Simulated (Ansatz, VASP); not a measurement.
# TePb: VASP beside Ansatz

The input INCAR:

```
SYSTEM = TePb
ALGO = Normal
EDIFF = 1E-7
ENCUT = 520
GGA = PS
ISIF = 2
ISMEAR = 0
LASPH = .TRUE.
LCHARG = .FALSE.
LREAL = .FALSE.
LWAVE = .FALSE.
NBANDS = 17
NELM = 60
PREC = Accurate
SIGMA = 0.05
```

File KPOINTS:

```
k-points
0
G
  8 8 8
  0 0 0
```

The input POSCAR:

```
TePb
1.0
    0.0000000000      3.1779647424      3.1779647424
    3.1779647424      0.0000000000      3.1779647424
    3.1779647424      3.1779647424      0.0000000000
Pb Te
1 1
Direct
    0.5000000000      0.5000000000      0.5000000000
    0.0000000000      0.0000000000      0.0000000000
```

Input for Ansatz:

```yaml
crystal:
  lattice:
    - [0.0, 3.1779647424, 3.1779647424]
    - [3.1779647424, 0.0, 3.1779647424]
    - [3.1779647424, 3.1779647424, 0.0]
  atoms:
    - { symbol: Pb, position: [0.5, 0.5, 0.5] }
    - { symbol: Te, position: [0.0, 0.0, 0.0] }
basis:
  ecutwfc: 420
  ecutrho_ratio: 4
kpoints:
  mp_grid: { grid: [8, 8, 8] }
hamiltonian:
  xc: pbesol
scf:
  occupations: { method: gaussian, width: 0.05 }
output:
  forces: true
  stress: true
  eigenvalues: true
```

Alike in both runs: task single point; functional PBEsol; k mesh 8 × 8 × 8; occupations gaussian, width 0.05 eV; no spin polarisation.

|  | VASP | Ansatz |
| --- | --- | --- |
| version | VASP 6.6.1 | Ansatz 0.2.0 |
| potentials or method | VASP PAW PBE potentials, release 64 (Pb_d, Te) | scalar-relativistic, plane waves, PAW |
| plane-wave cutoff (eV) | 520 | 420 |
| valence electrons in the cell | 20 | 30 |

```csv
,VASP,Ansatz,Ansatz less VASP
gap on the k mesh at the Fermi level (eV),0.56,0.55,-0.004
least direct gap on the mesh (eV),0.56,0.55,-0.004
pressure (GPa),2.0,2.0,+0.01
```

The two sets of potentials don't hold the same shells in valence.

Caveats: the PAW data sets were made with another functional, which shifts forces and pressure a little (VASP); spin-orbit coupling is left out, which as a rule narrows the gap of such compounds by several tenths of an eV. A k mesh can miss the band edges.
